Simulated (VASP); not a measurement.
# K (Fd-3m) in VASP: a series of runs

One crystal, K, is run at these levels: LDA; tasks: single point, relaxation of cell and atoms.

Everything below comes from runs of VASP 6.6.1. Logs are shortened: lines on timing, memory, paths and dates and some standing lists are left out, and cuts for length are marked.

**1. The structure**

Symmetry: Fd-3m, No. 227, cubic system. Conventional cell: a = 9.050 Å, b = 9.050 Å, c = 9.050 Å, α = 90.00°, β = 90.00°, γ = 90.00°. Around K (site symmetry -43m) lie 4 K at 3.92 Å.

The cell was built by a generator and needn't be a form met in nature.

**2. Single point, LDA**

INCAR

```
ALGO = Normal ; EDIFF = 1E-6
ENCUT = 520 ; ISIF = 2
ISMEAR = 1 ; LASPH = T
LCHARG = T ; LELF = T
LREAL = F ; LVHAR = T
LWAVE = F ; NBANDS = 16
NELM = 100 ; PREC = Accurate
SIGMA = 0.1
```

KPOINTS

```
k-points
0
Gamma
  4 4 4
```

POSCAR

```
K
1.0
    0.0000000000      4.5250000000      4.5250000000
    4.5250000000      0.0000000000      4.5250000000
    4.5250000000      4.5250000000      0.0000000000
K
2
Direct
    0.0000000000      0.0000000000      0.0000000000
    0.2500000000      0.2500000000      0.2500000000
```

Potentials or basis: VASP PAW LDA potentials, release 64 (K_sv).

Run with:

```bash
> cat potpaw_LDA.64/K_sv/POTCAR > POTCAR
> mpirun -np 1 vasp_std > vasp.out
```

OUTCAR:

```text
EDIFF = 1E-6
   ENCUT = 520
   ISIF = 2
   ISMEAR = 1
   LASPH = T
   LREAL = F
   NELM = 100
   PREC = Accurate

 ion  position               nearest neighbor table
   1  0.000  0.000  0.000-
   2  0.250  0.250  0.250-

  LATTYP: Found a face centered cubic cell.
 ALAT       =     9.0500000000

  Lattice vectors:

 A1 = (   0.0000000000,   4.5250000000,   4.5250000000)
 A2 = (   4.5250000000,   0.0000000000,   4.5250000000)
 A3 = (   4.5250000000,   4.5250000000,   0.0000000000)

Analysis of symmetry for initial positions (statically):
=====================================================================
 Subroutine PRICEL returns:
 Original cell was already a primitive cell.

 Routine SETGRP: Setting up the symmetry group for a
 face centered cubic supercell.

 Subroutine GETGRP returns: Found 48 space group operations
 (whereof 24 operations were pure point group operations)
 out of a pool of 48 trial point group operations.

The static configuration has the point symmetry T_d .
 The point group associated with its full space group is O_h .

Analysis of symmetry for dynamics (positions and initial velocities):
=====================================================================
 Subroutine PRICEL returns:
 Original cell was already a primitive cell.

 Routine SETGRP: Setting up the symmetry group for a
 face centered cubic supercell.

 Subroutine GETGRP returns: Found 48 space group operations
 (whereof 24 operations were pure point group operations)
 out of a pool of 48 trial point group operations.

The dynamic configuration has the point symmetry T_d .
 The point group associated with its full space group is O_h .

 Subroutine INISYM returns: Found 48 space group operations
 (whereof 24 operations are pure point group operations),
 and found     1 'primitive' translations

----------------------------------------------------------------------------------------

                                     Primitive cell

  volume of cell :     185.3044

  direct lattice vectors                    reciprocal lattice vectors
     0.000000000  4.525000000  4.525000000    -0.110497238  0.110497238  0.110497238
     4.525000000  0.000000000  4.525000000     0.110497238 -0.110497238  0.110497238
     4.525000000  4.525000000  0.000000000     0.110497238  0.110497238 -0.110497238

  length of vectors
[... 64 lines left out ...]
   NELM   =    100;   NELMIN=  2; NELMDL= -5     # of ELM steps
   EDIFF  = 0.1E-05   stopping-criterion for ELM
   LREAL  =      F    real-space projection
   EDIFFG = 0.1E-04   stopping-criterion for IOM
   NSW    =      0    number of steps for IOM
   IBRION =     -1    ionic relax: 0-MD 1-quasi-New 2-CG
   NFREE  =      0    steps in history (QN), initial steepest desc. (CG)
   ISIF   =      2    stress and relaxation
   ISYM   =      2    0-nonsym 1-usesym 2-fastsym
   POTIM  = 0.5000    time-step for ionic-motion
   TEBEG  =    0.0;   TEEND  =   0.0 temperature during run
   PSTRESS=    0.0 pullay stress
   NELECT =      18.0000    total number of electrons
   NUPDOWN=      -1.0000    fix difference up-down
   EMIN   =  10.00;   EMAX   =-10.00  energy-range for DOS
   EFERMI =   0.00;   METHOD = LEGACY
   ISMEAR =     1;   SIGMA  =   0.10  broadening in eV -4-tet -1-fermi 0-gaus
   EFERMI_NEDOS =   21; number of points for ismear=-14 and -15
   IALGO  =     38    algorithm
   IMIX   =      4    mixing-type and parameters
     AMIX     =   0.40;   BMIX     =  1.00
     AMIX_MAG =   1.60;   BMIX_MAG =  1.00
  volume/ion in A,a.u.               =      92.65       625.25
  Fermi-wavevector in a.u.,A,eV,Ry     =   0.752553  1.422119  7.705469  0.566336
  Thomas-Fermi vector in A             =   1.849790
   LORBIT       =      0    0 simple, 1 ext, 2 COOP (PROOUT), +10 PAW based schemes
   GGA     = CA    functional components
   LHFCALC =     F    Hartree Fock is set to
   AEXX    =    0.0000 exact exchange contribution
   IVDW    =     0    specifies the selected vdW correction
   LEPSILON=     F    determine dielectric tensor
   LRPA    =     F    only Hartree local field effects (RPA)
 non-spin polarized calculation
 Methfessel and Paxton  Order N= 1 SIGMA  =   0.10
  energy-cutoff  :      520.00
  volume of cell :      185.30
 maximum number of plane-waves:      5029
   NGX = 23   NGY = 23   NGZ = 23

 number of electron      18.0000003 magnetization

 Free energy of the ion-electron system (eV)
  ---------------------------------------------------
  ext. energy  EPLUGINS =         0.00000000
  ---------------------------------------------------
  free energy    TOTEN  =        -1.72079891 eV

  energy without entropy =       -1.72023277  energy(sigma->0) =       -1.72061020

 E-fermi :  -0.6087     XC(G=0):  -5.2260

 val. band max:       -0.6533462312   @ k =   0.5000   0.5000   0.0000
 cond. band min:      -0.3987228039   @ k =  -0.2500   0.5000   0.2500
 fundamental gap:      0.2546234274
 Fermi energy:        -0.6086813897

 k-point     1 :       0.0000    0.0000    0.0000
  band No.  band energies     occupation
      1     -32.9685      2.00000
      2     -32.9397      2.00000
      3     -16.7224      2.00000
      4     -16.7224      2.00000
      5     -16.7224      2.00000
      6     -16.6177      2.00000
[... 129 lines left out ...]
      3     -16.7455      2.00000
      4     -16.7455      2.00000
      5     -16.6712      2.00000
      6     -16.6712      2.00000
[... 8 lines left out ...]
     15       2.2740      0.00000
     16       2.2740      0.00000

------------------------ aborting loop because EDIFF is reached ----------------------------------------

  FORCE on cell =-STRESS in cart. coord.  units (eV):
  Direction    XX          YY          ZZ          XY          YZ          ZX
  --------------------------------------------------------------------------------------
  -------------------------------------------------------------------------------------
  Total       -0.0355416     -0.0355416     -0.0355416      0.0000000     -0.0000000     -0.0000000
  in kB       -0.3072994     -0.3072994     -0.3072994      0.0000000     -0.0000000     -0.0000000
  external PRESSURE =      -0.3072994 kB  Pullay stress =       0.0000000 kB

 VOLUME and BASIS-vectors are now :
 -----------------------------------------------------------------------------
  energy-cutoff  :      520.00
  volume of cell :      185.30
      direct lattice vectors                 reciprocal lattice vectors
     0.000000000  4.525000000  4.525000000    -0.110497238  0.110497238  0.110497238
     4.525000000  0.000000000  4.525000000     0.110497238 -0.110497238  0.110497238
     4.525000000  4.525000000  0.000000000     0.110497238  0.110497238 -0.110497238

 POSITION                                       TOTAL-FORCE (eV/Angst)
 -----------------------------------------------------------------------------------
      0.00000      0.00000      0.00000         0.000000     -0.000000      0.000000
      2.26250      2.26250      2.26250        -0.000000      0.000000     -0.000000
 -----------------------------------------------------------------------------------
    total drift:                               -0.000000     -0.000000     -0.000000

  FREE ENERGIE OF THE ION-ELECTRON SYSTEM (eV)
  ---------------------------------------------------
  free  energy   TOTEN  =        -1.7207989129 eV

  energy  without entropy=       -1.7202327669  energy(sigma->0) =       -1.72061020
```

It took 26 s on 1 thread of AMD EPYC 7R13 (Zen 3), shared host; peak memory 0.21 GiB.

What came out:

| Quantity | Value |
| --- | --- |
| Free energy | -1.7208 eV |
| Pressure | 0.0 GPa |
| Band gap on the k mesh | none (metal or under the smearing width) |

**3. Relaxation of cell and atoms, LDA**

INCAR

```
  ALGO = Fast
  EDIFF = 1E-7
  EDIFFG = -0.03
  ENCUT = 600
  IBRION = 2
  ISIF = 3
  ISMEAR = 1
  LASPH = True
  LCHARG = False
  LREAL = False
  LWAVE = False
  NELM = 100
  NSW = 60
  PREC = Accurate
  SIGMA = 0.1
```

KPOINTS is that of step 2.

POSCAR is that of step 2.

Potentials or basis: VASP PAW LDA potentials, release 64 (K_sv).

Run with:

```bash
> cat potpaw_LDA.64/K_sv/POTCAR > POTCAR
> mpirun -np 1 vasp_std > vasp.out
```

It took 97 s on 1 thread of AMD EPYC 7R13 (Zen 3), shared host; peak memory 0.26 GiB.

It converged, with:

```
Free energy             : -1.7208 eV
Pressure after relaxing : 0.0 GPa
Band gap on the k mesh  : none (metal or under the smearing width)
```

Final structure:
```cif
data_structure
_symmetry_space_group_name_H-M 'P 1'
_symmetry_Int_Tables_number 1
_cell_length_a 6.3993
_cell_length_b 6.3993
_cell_length_c 6.3993
_cell_angle_alpha 60.000
_cell_angle_beta 60.000
_cell_angle_gamma 60.000
_cell_volume 185.30
loop_
_atom_site_label
_atom_site_type_symbol
_atom_site_fract_x
_atom_site_fract_y
_atom_site_fract_z
_atom_site_occupancy
K1 K 0.00000 0.00000 0.00000 1
K2 K 0.25000 0.25000 0.25000 1
```

Levels at points of the mesh, in eV from the Fermi level:
```
           k point  band 5  band 6  band 7  band 8  band 9  band 10  band 11  band 12  band 13
(0.00, 0.00, 0.00)  -16.11  -16.01  -16.01  -16.01   -1.97     2.36     2.37     2.39     2.67
(0.50, 0.00, 0.00)  -16.11  -16.01  -16.00  -16.00   -0.75    -0.20     2.07     2.08     2.57
(0.50, 0.50, 0.00)  -16.06  -16.06  -15.99  -15.99   -0.04    -0.04     1.32     1.32     1.83
```

Caveat: the relaxation stopped at its first step, so nothing moved.
